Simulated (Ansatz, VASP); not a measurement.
## Two plane-wave programs on Rb

```
CELL_PARAMETERS angstrom
-2.33042 2.33042 8.31538
2.33042 -2.33042 8.31538
2.33042 2.33042 -8.31538
ATOMIC_POSITIONS crystal
Rb 0.50000 0.50000 0.00000
Rb 0.25000 0.75000 0.50000
```

Change from the starting cell: volume scaled by 0.94.

Alike in both runs: task single point; functional PBE; k mesh 8 × 8 × 8; occupations fermi-dirac, width 0.05 eV; no spin polarisation.

|  | VASP | Ansatz |
| --- | --- | --- |
| version | VASP 6.6.1 | Ansatz 0.2.0 |
| potentials or method | VASP PAW PBE potentials, release 64 (Rb_sv) | Ansatz PAW |
| plane-wave cutoff (eV) | 520 | 420 |
| valence electrons in the cell | 18 | 18 |

```csv
,VASP,Ansatz,Ansatz less VASP
gap on the k mesh at the Fermi level (eV),none,none,-
pressure (GPa),0.2,0.2,0.00
largest component of the traceless stress (GPa),0.06,0.06,0.000
```

A gap of «none» marks a metal or a gap that the smearing closes.
